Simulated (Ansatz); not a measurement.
BN, AlN, GaN: one prototype (CsCl type), with B, Al, Ga on the same site. Each was relaxed with r2SCAN in the PAW code Ansatz, and the gaps are read on those cells (d direct, i indirect). No spin polarisation and no zero-point or thermal terms; whether a cell exists isn't addressed.

```csv
compound,a (Å),"gap, PBE (eV)","gap, r2SCAN (eV)"
AlN,2.585,none (overlap 1.05),none (overlap 0.97)
GaN,2.696,none (overlap 1.75),none (overlap 1.67)
```

Question: Fill in the row for BN.

Answer:
```csv
compound,a (Å),"gap, PBE (eV)","gap, r2SCAN (eV)"
BN,2.315,none (overlap 3.33),none (overlap 3.44)
```
Around B lie 8 N at 2.00 Å; around N lie 8 B at 2.00 Å.

Overlapping bands make a metal at that level, for which these meshes are coarse; small forces, stresses and energy differences are uncertain.
